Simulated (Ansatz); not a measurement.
Te2Mo under changes of volume

One of the cells (25.303 Å³/atom); the others are scaled copies at fixed shape and fractional positions:

```
Te Mo
1.0
     6.33000    0.00000    0.00000
     0.00000    3.46900    0.00000
    -0.94679    0.00000   13.82762
Te Mo
8 4
Direct
  0.94370 0.75000 0.60450
  0.05630 0.25000 0.39550
  0.90300 0.25000 0.85140
  0.09700 0.75000 0.14860
  0.41120 0.75000 0.89550
  0.58880 0.25000 0.10450
  0.44320 0.25000 0.64840
  0.55680 0.75000 0.35160
  0.81670 0.75000 0.99260
  0.18330 0.25000 0.00740
  0.68190 0.25000 0.49340
  0.31810 0.75000 0.50660
```

| Property | Result |
| --- | --- |
| Program | Ansatz 0.2.0 |
| Functional | RPBE |
| Dispersion | D3(BJ) |
| Potentials or basis | Ansatz PAW |
| Cutoff | 420 eV (not typed: the program's choice for these potentials) |
| k mesh | 4 × 8 × 2 |
| Occupations | fermi-dirac, width 0.05 eV |
| Spin | no spin polarisation |

```tsv
volume (Å³/atom)	energy over the lowest point (meV/atom)	pressure (GPa)	largest force (eV/Å)
23.785	0.00	-12.7	0.470
24.291	?	?	?
24.797	91.59	-16.1	0.742
25.303	144.80	-17.5	0.919
25.809	202.14	-18.7	1.085
26.315	263.05	-19.8	1.303
26.821	327.07	-20.7	1.573
```

Q: What does the run at 24.291 Å³/atom give?

A: Energy over the lowest point 43.09 meV/atom; pressure -14.5 GPa; largest force 0.555 eV/Å.

Worked out: A Birch-Murnaghan fit of order 3 (a polynomial in V^(-2/3)) to the other rows has no minimum within the range. It gives 43.09 meV/atom at 24.291 Å³/atom, against the run's 43.09, and -dE/dV = -14.5 GPa, against -14.5.

Energies are extrapolated to zero smearing.

Caveats: the PAW data sets come from PBE, with cores solved anew for the run's functional, which leaves a small shift of forces and pressure; pairwise dispersion overbinds metals, which lowers pressure and volume (some runs); forces of over 1 eV/Å show positions far from the minimum, so gaps and moduli don't describe the material at rest (some runs).
